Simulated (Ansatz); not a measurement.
A run of Ansatz 0.2.0:

Contents of input.yaml:

```yaml
crystal:
  lattice:
    - [-1.51435, 1.51435, 1.51435]
    - [1.51435, -1.51435, 1.51435]
    - [1.51435, 1.51435, -1.51435]
  atoms:
    - { symbol: V, position: [0.0, 0.0, 0.0], spin: 2.0 }
kpoints:
  mp_grid: { grid: [12, 12, 12] }
  band_path:
    path:
      - [0.0, 0.0, 0.0]
      - [0.5, -0.5, 0.5]
      - [0.0, 0.0, 0.5]
      - [0.0, 0.0, 0.0]
      - [0.25, 0.25, 0.25]
      - [0.5, -0.5, 0.5]
    npoints: 8
scf:
  occupations: { method: fermi_dirac, width: 0.05 }
hamiltonian:
  xc: pbesol
  pseudopotentials:
    kind: all_electron
    lapw: { basis_error: 0.001 }
    dirac_shells: { V: ["2p"] }
magnetization:
  spin_polarized: true
output:
  forces: true
  stress: true
  eigenvalues: true
```

Potentials or basis: all-electron LAPW, inner shells corrected to Dirac's equation.

The run is started by

```sh
$ ansatz run input.yaml --threads 2 --pin off --max-ram 6144MiB --backend cpu --events-out ev --progress --plain --runs-dir out
```

Hardware: 2 threads of Intel(R) Xeon(R) Processor @ 2.50GHz (Skylake/Cascade Lake), on a shared host.

Q: How long does it take, and how much memory?

A: Wall time 20 s on 2 threads of Intel(R) Xeon(R) Processor @ 2.50GHz (Skylake/Cascade Lake), on a shared host, peak memory 0.36 GiB. Counts: scf iterations 12, plane waves 135, k points 72, bands 12.
